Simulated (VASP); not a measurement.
HfS2:

```
Hf S
1.0
     3.63966    0.00000    0.00000
    -1.81983    3.15204    0.00000
     0.00000    0.00000    6.05556
Hf S
1 2
Direct
  0.00000 0.00000 0.00000
  0.66667 0.33333 0.76395
  0.33333 0.66667 0.23605
```

The cell is a database's computed one.

```yaml
Program: VASP 6.6.1
Task: relaxation of cell and atoms
Functional: LDA
Potentials_or_basis: VASP PAW LDA potentials, release 64 (Hf_pv, S)
Cutoff: 600 eV
k_mesh: 9 × 9 × 5
Occupations: gaussian, width 0.03 eV
Spin: no spin polarisation
```

At the start: pressure -4.2 GPa; volume 23.16 Å³/atom.

Problem. How do energy, volume and symmetry change on relaxing?

Solution. Over 13 steps the energy falls by 23.6 meV/atom and the volume is 20.72 Å³/atom (-10.5 %); space group P-3m1 (No. 164, to 0.05 Å).

Step by step:
```
step  energy change (eV)  largest force (eV/Å)  pressure (GPa)  volume (Å³)
   1              0.0000                0.2504           -4.22        69.47
   2              0.0296                1.0641            6.29        63.52
   3             -0.0393                0.2766           -0.15        66.82
   4             -0.0393                0.2877           -0.07        66.77
   5             -0.0459                0.1945           -0.09        66.36
   6             -0.0489                0.0691           -0.13        65.83
   7             -0.0527                0.0613           -0.16        65.44
   8             -0.0625                0.0387           -0.22        64.27
   9             -0.0706                0.0157           -0.06        61.92
  10             -0.0708                0.0004           -0.11        62.35
  11             -0.0709                0.0042           -0.09        62.22
  12             -0.0704                0.0595            0.53        61.86
  13             -0.0709                0.0056            0.01        62.17
```

Final structure:
```xyz
3
Lattice="3.5557 0.0000 0.0000 -1.7779 3.0794 0.0000 0.0000 0.0000 5.6778" Properties=species:S:1:pos:R:3 pbc="T T T"
Hf    0.0000    0.0000    5.6778
S     1.7779    1.0265    4.2349
S     0.0000    2.0529    1.4429
```
